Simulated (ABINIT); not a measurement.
A run of ABINIT 10.8.3 (patched build):

run.abi

```
# Pseudopotentials
pp_dirpath "./"
pseudos "S.upf, Mg.upf"

# Structure
acell 3*1.0 Angstrom
rprim
     0.0000000000     2.6016500000     2.6016500000
     2.6016500000     0.0000000000     2.6016500000
     2.6016500000     2.6016500000     0.0000000000
ntypat 2
znucl 16 12
natom 2
typat 1 2
xred
     0.5000000000     0.5000000000     0.5000000000
     0.0000000000     0.0000000000     0.0000000000

# Plane-wave basis
ecut 40.0

# k points
kptopt 1
ngkpt 7 7 7
nshiftk 1
shiftk 0.0 0.0 0.0

# Exchange and correlation
ixc 7

# Bands and occupations
nband 12
occopt 3
tsmear 0.05 eV

# SCF cycle
nstep 100
tolvrs 1.0e-10

# Output
iomode 3
prtwf 0
prtden 0
prteig 0
prtebands 0
enunit 1
```

Potentials or basis: PseudoDojo NC SR LDA v0.4.1 standard.

Command:

```sh
$ abinit run.abi > log 2>&1
```

Hardware: 1 thread of Intel(R) Xeon(R) Platinum 8488C (Sapphire Rapids), on a shared host.

Task: Estimate the wall time of this run.

Result: It took 20 s on 1 thread of Intel(R) Xeon(R) Platinum 8488C (Sapphire Rapids), on a shared host, peak memory 0.07 GiB. Counts: scf iterations 9, mpi ranks 1, k points 20, bands 12, plane waves 2883.
